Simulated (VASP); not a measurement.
# MnS (Fm-3m) in VASP: single point with PBE

Aim: the single point of MnS with PBE.

All numbers are computed with VASP 6.6.1; they aren't measurements. Logs are shortened: lines on timing, memory, paths and dates and some standing lists are left out, and cuts for length are marked.

## (1) The crystal as given

It takes space group Fm-3m (No. 225, cubic). The conventional cell has a = 4.688 Å, b = 4.688 Å, c = 4.688 Å, α = 90.00°, β = 90.00°, γ = 90.00°. Mn (site symmetry m-3m) is surrounded by 6 S at 2.34 Å. S (site symmetry m-3m) is surrounded by 6 Mn at 2.34 Å.

## (2) Single point, PBE

Input file INCAR:

```
SYSTEM = MnS
  ALGO = Fast
  EDIFF = 1E-7
  ENCUT = 520
  GGA = PE
  ISIF = 2
  ISMEAR = 0
  LASPH = .True.
  LCHARG = .False.
  LREAL = .False.
  LWAVE = .False.
  NBANDS = 16
  NELM = 80
  PREC = Accurate
  SIGMA = 0.05
```

Input file KPOINTS:

```
k-points
0
Gamma
  12 12 12
  0 0 0
```

Input file POSCAR:

```
MnS
1.0
    0.0000000000      2.3440500000      2.3440500000
    2.3440500000      0.0000000000      2.3440500000
    2.3440500000      2.3440500000      0.0000000000
Mn S
1 1
Direct
    0.0000000000      0.0000000000      0.0000000000
    0.5000000000      0.5000000000      0.5000000000
```

Potentials or basis: VASP PAW PBE potentials, release 64 (Mn_pv, S).

Started as:

```bash
cat potpaw_PBE.64/Mn_pv/POTCAR potpaw_PBE.64/S/POTCAR > POTCAR
mpirun -np 1 vasp_std > vasp.out
```

OUTCAR:

```text
SYSTEM = MnS
   EDIFF = 1E-7
   ENCUT = 520
   GGA = PE
   ISIF = 2
   ISMEAR = 0
   LASPH = .True.
   LREAL = .False.
   NELM = 80
   PREC = Accurate

 ion  position               nearest neighbor table
   1  0.000  0.000  0.000-   2 2.34   2 2.34   2 2.34   2 2.34   2 2.34   2 2.34
   2  0.500  0.500  0.500-   1 2.34   1 2.34   1 2.34   1 2.34   1 2.34   1 2.34

  LATTYP: Found a face centered cubic cell.
 ALAT       =     4.6881000000

  Lattice vectors:

 A1 = (   0.0000000000,   2.3440500000,   2.3440500000)
 A2 = (   2.3440500000,   0.0000000000,   2.3440500000)
 A3 = (   2.3440500000,   2.3440500000,   0.0000000000)

Analysis of symmetry for initial positions (statically):
=====================================================================
 Subroutine PRICEL returns:
 Original cell was already a primitive cell.

 Routine SETGRP: Setting up the symmetry group for a
 face centered cubic supercell.

 Subroutine GETGRP returns: Found 48 space group operations
 (whereof 48 operations were pure point group operations)
 out of a pool of 48 trial point group operations.

The static configuration has the point symmetry O_h .

Analysis of symmetry for dynamics (positions and initial velocities):
=====================================================================
 Subroutine PRICEL returns:
 Original cell was already a primitive cell.

 Routine SETGRP: Setting up the symmetry group for a
 face centered cubic supercell.

 Subroutine GETGRP returns: Found 48 space group operations
 (whereof 48 operations were pure point group operations)
 out of a pool of 48 trial point group operations.

The dynamic configuration has the point symmetry O_h .

 Subroutine INISYM returns: Found 48 space group operations
 (whereof 48 operations are pure point group operations),
 and found     1 'primitive' translations

----------------------------------------------------------------------------------------

                                     Primitive cell

  volume of cell :      25.7591

  direct lattice vectors                    reciprocal lattice vectors
     0.000000000  2.344050000  2.344050000    -0.213306030  0.213306030  0.213306030
     2.344050000  0.000000000  2.344050000     0.213306030 -0.213306030  0.213306030
     2.344050000  2.344050000  0.000000000     0.213306030  0.213306030 -0.213306030

  length of vectors
     3.314987301  3.314987301  3.314987301     0.369456882  0.369456882  0.369456882

  position of ions in fractional coordinates (direct lattice)
     0.000000000  0.000000000  0.000000000
     0.500000000  0.500000000  0.500000000

  ion indices of the primitive-cell ions
   primitive index   ion index
                 1           1
                 2           2

----------------------------------------------------------------------------------------

 KPOINTS: k-points

Automatic generation of k-mesh.
 Grid dimensions read from file:
 generate k-points for:   12   12   12

 Generating k-lattice:

  Cartesian coordinates                     Fractional coordinates (reciprocal lattice)
    -0.017775503  0.017775503  0.017775503     0.083333333  0.000000000  0.000000000
     0.017775503 -0.017775503  0.017775503     0.000000000  0.083333333  0.000000000
     0.017775503  0.017775503 -0.017775503     0.000000000  0.000000000  0.083333333

  Length of vectors
     0.030788073  0.030788073  0.030788073

  Shift w.r.t. Gamma in fractional coordinates (k-lattice)
     0.000000000  0.000000000  0.000000000

 Subroutine IBZKPT returns following result:
 ===========================================

 Found     72 irreducible k-points:

 Following reciprocal coordinates:
            Coordinates               Weight
  0.000000  0.000000  0.000000      1.000000
  0.083333  0.000000  0.000000      8.000000
  0.166667  0.000000  0.000000      8.000000
  0.250000  0.000000  0.000000      8.000000
  0.333333  0.000000  0.000000      8.000000
  0.416667  0.000000  0.000000      8.000000
[... 16 lines left out ...]
  0.500000  0.166667  0.000000     24.000000
 -0.416667  0.166667  0.000000     24.000000
 [... further k-points ...]
   k-points           NKPTS =     72   k-points in BZ     NKDIM =     72   number of bands    NBANDS=     16
   number of dos      NEDOS =    301   number of ions     NIONS =      2
   total plane-waves  NPLWV =  21952
   dimension x,y,z NGX =    28 NGY =   28 NGZ =   28
   dimension x,y,z NGXF=    56 NGYF=   56 NGZF=   56
   ions per type =               1   1
   NGX,Y,Z   is equivalent  to a cutoff of  14.04, 14.04, 14.04 a.u.
   NGXF,Y,Z  is equivalent  to a cutoff of  28.08, 28.08, 28.08 a.u.
 SYSTEM =  MnS
   PREC   = accura    normal or accurate (medium, high low for compatibility)
   ISTART =      0    job   : 0-new  1-cont  2-samecut
   ICHARG =      2    charge: 1-file 2-atom 10-const
   ISPIN  =      1    spin polarized calculation?
   LNONCOLLINEAR =      F non collinear calculations
   LSORBIT =      F    spin-orbit coupling
   LASPH  =      T    aspherical Exc in radial PAW
   ENCUT  =  520.0 eV  38.22 Ry    6.18 a.u.   6.16  6.16  6.16*2*pi/ulx,y,z
   NELM   =     80;   NELMIN=  2; NELMDL= -5     # of ELM steps
   EDIFF  = 0.1E-06   stopping-criterion for ELM
   LREAL  =      F    real-space projection
   EDIFFG = 0.1E-05   stopping-criterion for IOM
   NSW    =      0    number of steps for IOM
   IBRION =     -1    ionic relax: 0-MD 1-quasi-New 2-CG
   NFREE  =      0    steps in history (QN), initial steepest desc. (CG)
   ISIF   =      2    stress and relaxation
   ISYM   =      2    0-nonsym 1-usesym 2-fastsym
   POTIM  = 0.5000    time-step for ionic-motion
   TEBEG  =    0.0;   TEEND  =   0.0 temperature during run
   PSTRESS=    0.0 pullay stress
   NELECT =      19.0000    total number of electrons
   NUPDOWN=      -1.0000    fix difference up-down
   EMIN   =  10.00;   EMAX   =-10.00  energy-range for DOS
   EFERMI =   0.00;   METHOD = LEGACY
   ISMEAR =     0;   SIGMA  =   0.05  broadening in eV -4-tet -1-fermi 0-gaus
   EFERMI_NEDOS =   21; number of points for ismear=-14 and -15
   IALGO  =     68    algorithm
   IMIX   =      4    mixing-type and parameters
     AMIX     =   0.40;   BMIX     =  1.00
     AMIX_MAG =   1.60;   BMIX_MAG =  1.00
  volume/ion in A,a.u.               =      12.88        86.92
  Fermi-wavevector in a.u.,A,eV,Ry     =   1.479162  2.795211 29.768474  2.187921
  Thomas-Fermi vector in A             =   2.593354
   LORBIT       =      0    0 simple, 1 ext, 2 COOP (PROOUT), +10 PAW based schemes
   GGA     = PE    functional components
   LHFCALC =     F    Hartree Fock is set to
   AEXX    =    0.0000 exact exchange contribution
   IVDW    =     0    specifies the selected vdW correction
   LEPSILON=     F    determine dielectric tensor
   LRPA    =     F    only Hartree local field effects (RPA)
 non-spin polarized calculation
 RMM-DIIS sequential band-by-band and
 Gauss-broadening in eV      SIGMA  =   0.05
  energy-cutoff  :      520.00
  volume of cell :       25.76
 maximum number of plane-waves:       704
 NGX is ok and might be reduce to    28
   NGX = 13   NGY = 13   NGZ = 13

 number of electron      18.9999990 magnetization

 Free energy of the ion-electron system (eV)
  ---------------------------------------------------
  ext. energy  EPLUGINS =         0.00000000
  ---------------------------------------------------
  free energy    TOTEN  =       -12.82316730 eV

  energy without entropy =      -12.81021739  energy(sigma->0) =      -12.81669234

 E-fermi :  10.0473     XC(G=0): -12.3573

 val. band max:       10.0466027779   @ k =  -0.3333   0.4167   0.1667
 cond. band min:      10.0474448810   @ k =  -0.3333   0.5000   0.1667
 fundamental gap:      0.0008421031
 Fermi energy:        10.0472727809

 k-point     1 :       0.0000    0.0000    0.0000
  band No.  band energies     occupation
      1     -37.9032      2.00000
      2     -37.9032      2.00000
      3     -37.9032      2.00000
      4      -6.4730      2.00000
      5       8.2833      2.00000
      6       8.2833      2.00000
[... 8 lines left out ...]
     15      20.5047      0.00000
     16      20.5047      0.00000

 k-point     2 :       0.0833    0.0000    0.0000
  band No.  band energies     occupation
      1     -37.9062      2.00000
      2     -37.9036      2.00000
      3     -37.9036      2.00000
      4      -6.3658      2.00000
      5       7.2591      2.00000
      6       7.4301      2.00000
[... 8 lines left out ...]
     15      20.4644      0.00000
     16      20.4644      0.00000

 k-point     3 :       0.1667    0.0000    0.0000
  band No.  band energies     occupation
      1     -37.9143      2.00000
      2     -37.9047      2.00000
      3     -37.9047      2.00000
      4      -6.0539      2.00000
      5       5.8463      2.00000
      6       6.6054      2.00000
[... 8 lines left out ...]
     15      20.1108      0.00000
     16      20.1108      0.00000

 k-point     4 :       0.2500    0.0000    0.0000
  band No.  band energies     occupation
      1     -37.9253      2.00000
      2     -37.9061      2.00000
      3     -37.9061      2.00000
      4      -5.5702      2.00000
      5       4.3420      2.00000
      6       5.9345      2.00000
[... 8 lines left out ...]
     15      19.1256      0.00000
     16      19.9888      0.00000
[... 324 lines left out ...]
 k-point    22 :       0.4167    0.1667    0.0000
  band No.  band energies     occupation
      1     -37.9376      2.00000
      2     -37.9129      2.00000
      3     -37.9116      2.00000
      4      -4.6130      2.00000
      5       2.7647      2.00000
      6       4.8903      2.00000
[... 8 lines left out ...]
     15      19.2892      0.00000
     16      19.9742      0.00000

 k-point    23 :       0.5000    0.1667    0.0000
  band No.  band energies     occupation
      1     -37.9425      2.00000
      2     -37.9151      2.00000
      3     -37.9116      2.00000
      4      -4.2202      2.00000
      5       2.1271      2.00000
      6       4.6038      2.00000
[... 8 lines left out ...]
     15      18.6404      0.00000
     16      20.7435      0.00000

 k-point    24 :      -0.4167    0.1667    0.0000
  band No.  band energies     occupation
      1     -37.9429      2.00000
      2     -37.9166      2.00000
      3     -37.9106      2.00000
      4      -4.1461      2.00000
      5       2.0112      2.00000
      6       4.5594      2.00000
[... 8 lines left out ...]
     15      18.1105      0.00000
     16      21.2422      0.00000

 [... further k-points ...]
[... 5 lines left out ...]
  --------------------------------------------------------------------------------------
  -------------------------------------------------------------------------------------
  Total        0.0734381      0.0734381      0.0734381     -0.0000000      0.0000000      0.0000000
  in kB        4.5677396      4.5677396      4.5677396     -0.0000000      0.0000000      0.0000000
  external PRESSURE =       4.5677396 kB  Pullay stress =       0.0000000 kB

 VOLUME and BASIS-vectors are now :
 -----------------------------------------------------------------------------
  energy-cutoff  :      520.00
  volume of cell :       25.76
      direct lattice vectors                 reciprocal lattice vectors
     0.000000000  2.344050000  2.344050000    -0.213306030  0.213306030  0.213306030
     2.344050000  0.000000000  2.344050000     0.213306030 -0.213306030  0.213306030
     2.344050000  2.344050000  0.000000000     0.213306030  0.213306030 -0.213306030

 POSITION                                       TOTAL-FORCE (eV/Angst)
 -----------------------------------------------------------------------------------
      0.00000      0.00000      0.00000         0.000000      0.000000      0.000000
      2.34405      2.34405      2.34405        -0.000000      0.000000     -0.000000
 -----------------------------------------------------------------------------------
    total drift:                               -0.000000      0.000000      0.000000

  FREE ENERGIE OF THE ION-ELECTRON SYSTEM (eV)
  ---------------------------------------------------
  free  energy   TOTEN  =       -12.8231672960 eV

  energy  without entropy=      -12.8102173916  energy(sigma->0) =      -12.81669234
```

Run time: 78 s. Hardware: 1 thread of AMD EPYC 7R43 (Zen 3), shared host; peak memory 0.13 GiB.

What came out:

```yaml
Free_energy: -12.8232 eV
Pressure: 0.5 GPa
Band_gap_on_the_k_mesh: none (metal or under the smearing width)
```

Levels at points of the mesh, in eV from the Fermi level:
```
           k point  band 7  band 8  band 9  band 10  band 11  band 12
(0.00, 0.00, 0.00)   -1.76   -1.69   -1.69    -1.69    -1.52    -1.52
(0.50, 0.00, 0.00)   -5.01   -0.33   -0.33     0.15     3.37     3.37
(0.50, 0.50, 0.00)   -3.97   -3.11   -0.93     0.00     0.00     0.68
```

Caveat: the run has no spin polarisation, though such a crystal can be magnetic; semilocal functionals often make such compounds metallic where correlation or magnetic order opens a gap, which also shifts bond lengths. With open d or f shells a metallic result of PBE can be an artefact of self-interaction; +U or a hybrid may open a gap.
